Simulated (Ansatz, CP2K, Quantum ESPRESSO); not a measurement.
## FePt: programs and potentials compared

```
Pt Fe
1.0
     2.72350    0.00000    0.00000
     0.00000    2.72350    0.00000
     0.00000    0.00000    3.72000
Pt Fe
1 1
Direct
  0.50000 0.50000 0.50000
  0.00000 0.00000 0.00000
```

Alike in all runs: task band structure; functional PBE; k mesh 10 × 10 × 7; occupations fermi-dirac, width 0.05 eV; collinear spin, ferromagnetic start; no spin-orbit coupling. Pressure is positive in compression and, in plane waves, holds the error of the finite cutoff, which Ansatz's Pulay term estimates and takes out.

```
                                                       program and potentials  plane-wave cutoff (eV)                                                                      notes  pressure (GPa)  net moment per atom (μB)
                                                              Ansatz, JTH PAW                    1320  13 valence electrons an atom on average; Pulay term of +0.03 GPa included            3.50                      1.65
                           Quantum ESPRESSO, PseudoDojo 0.4.1 SR PBE standard                    1225                                    17 valence electrons an atom on average            4.13                      1.68
CP2K, POTENTIAL_UZH Pt GTH-PBE-q18, Fe GTH-PBE-q16; TZVP-MOLOPT-PBE-GTH basis                       -                      atomic basis; 17 valence electrons an atom on average            4.85                      1.69
```

The pressure spans 3.50 (Ansatz, JTH PAW) to 4.85 GPa (CP2K, POTENTIAL_UZH Pt GTH-PBE-q18, Fe GTH-PBE-q16; TZVP-MOLOPT-PBE-GTH basis). The net moment per atom spans 1.65 (Ansatz, JTH PAW) to 1.69 μB (CP2K, POTENTIAL_UZH Pt GTH-PBE-q18, Fe GTH-PBE-q16; TZVP-MOLOPT-PBE-GTH basis). The state is the one that the start led to, which needn't be the lowest. Rows in atomic bases carry the error of their basis and grid, which can be large.

Differences between rows come from potentials, basis sets and numerical settings, since the functional is the same but for its coding. Runs on potential files found faulty are left out.
